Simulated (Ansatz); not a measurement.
**Bi: which structure wins, with spin-orbit coupling**

Which of fcc, bcc, hcp, sc, diamond is lowest for Bi, with spin-orbit coupling? The runs shown use LAPW. Companion runs by PAW are cited.

Program: Ansatz 0.2.0. Level of theory: DFT, PBE, all-electron LAPW, Dirac equation with spin-orbit coupling. These are calculated values, not measurements.

## 1. The system as given

The structure is cubic, space group Fm-3m (No. 225). Conventional cell: a = 5.084 Å, b = 5.084 Å, c = 5.084 Å, α = 90.00°, β = 90.00°, γ = 90.00°. Around Bi (site symmetry m-3m) lie 12 Bi at 3.60 Å.

As a file:

```
CELL_PARAMETERS angstrom
0.00000 2.54219 2.54219
2.54219 0.00000 2.54219
2.54219 2.54219 0.00000
ATOMIC_POSITIONS crystal
Bi 0.00000 0.00000 0.00000
```

## 2. Fcc relaxed, LAPW

input.yaml

```yaml
crystal:
  lattice:
    - [0.0, 2.5421915406, 2.5421915406]
    - [2.5421915406, 0.0, 2.5421915406]
    - [2.5421915406, 2.5421915406, 0.0]
  atoms:
    - { symbol: Bi, position: [0.0, 0.0, 0.0] }
kpoints:
  mp_grid: { grid: [14, 14, 14] }
scf:
  occupations: { method: fermi_dirac, width: 0.05 }
hamiltonian:
  xc: pbe
  pseudopotentials: { kind: all_electron, lapw: { basis_error: 0.0005 } }
output:
  forces: true
  stress: true
  eigenvalues: true
  populations: true
relax:
  f_tol: 0.005
  max_steps: 25
  cell: {}
magnetization:
  noncollinear: true
  spin_orbit: true
```

Run with:

```bash
$ ansatz run input.yaml --threads 2 --pin off --max-ram 6144MiB --backend cpu --events-out ev --progress --plain --runs-dir out
```

The runs that follow: Bcc relaxed, LAPW; Hcp relaxed, LAPW; Sc relaxed, LAPW; Diamond relaxed, LAPW.

**Question.** What will these runs give? Wanted: lowest (for each run or level that gives them).

The runs gave:

| quantity | value |
| --- | --- |
| lowest (LAPW) | sc, 66.4 meV/atom under diamond |
| lowest (PAW) | sc, 66.5 meV/atom under diamond |

**Reading.** By LAPW the order is sc < diamond < bcc < hcp < fcc. By PAW the order is sc < diamond < bcc < hcp < fcc. The methods agree on the lowest phase. Only these structures were tried, with electrons smeared by 0.05 eV and without vibrations, so the true ground state may be another. The k meshes differ between phases and weren't tested, which can move differences by some meV.
